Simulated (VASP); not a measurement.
The system is GaAs.

```
Ga As
1.0
     0.00000    2.83140    2.83140
     2.83140    0.00000    2.83140
     2.83140    2.83140    0.00000
Ga As
1 1
Direct
  0.00000 0.00000 0.00000
  0.75000 0.75000 0.75000
```

The cell is a database's computed one.

Base run:

- Program: VASP 6.6.1
- Functional: r2SCAN
- Potentials or basis: VASP PAW PBE potentials, release 64 (Ga_d, As)
- Cutoff: 520 eV
- k mesh: 10 × 10 × 10
- Occupations: gaussian, width 0.02 eV
- Spin: no spin polarisation

Its results: band gap on the k mesh 0.96 eV, direct.

**Question.** The run is repeated on the same cell with these changes: functional from r2SCAN to TB-mBJ. What comes out?

**Answer.** Band gap on the k mesh 1.55 eV, direct.
